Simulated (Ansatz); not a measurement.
# MgO in Ansatz: the effect of functional

MgO:

```
Mg O
1.0
     3.26308    0.00000    0.00000
    -1.63154    2.82591    0.00000
     0.00000    0.00000    4.91554
Mg O
2 2
Direct
  0.66667 0.33333 0.50216
  0.33333 0.66667 0.00216
  0.66667 0.33333 0.90244
  0.33333 0.66667 0.40244
```

Measurements of this composition are mostly on another form, of space group No. 225.

The cell isn't the ideal one: volume scaled by 0.96.

Alike in all runs:

```yaml
Program: Ansatz 0.2.0
Task: single point
Potentials_or_basis: Ansatz PAW
k_mesh: 9 × 9 × 6
Occupations: fermi-dirac, width 0.05 eV
Spin: no spin polarisation
```

```csv
functional,cutoff,gap on the mesh (eV),pressure (GPa)
LDA,420 eV (not typed: the program's choice for these potentials),?,?
PBEsol,420 eV (not typed: the program's choice for these potentials),3.57,5.8
r2SCAN,500 eV (not typed: the program's choice for these potentials),4.38,5.0
```

What does the run with functional LDA give?

gap on the mesh 3.59 eV; pressure 0.8 GPa.

Caveats: odd divisions of the mesh miss points on the zone boundary, where band edges often lie, so the gap on the mesh can be too wide; the PAW data sets come from PBE, with cores solved anew for the run's functional, which leaves a small shift of forces and pressure.

A k mesh can miss the band edges.

Runs at the PBE level aren't shown here.
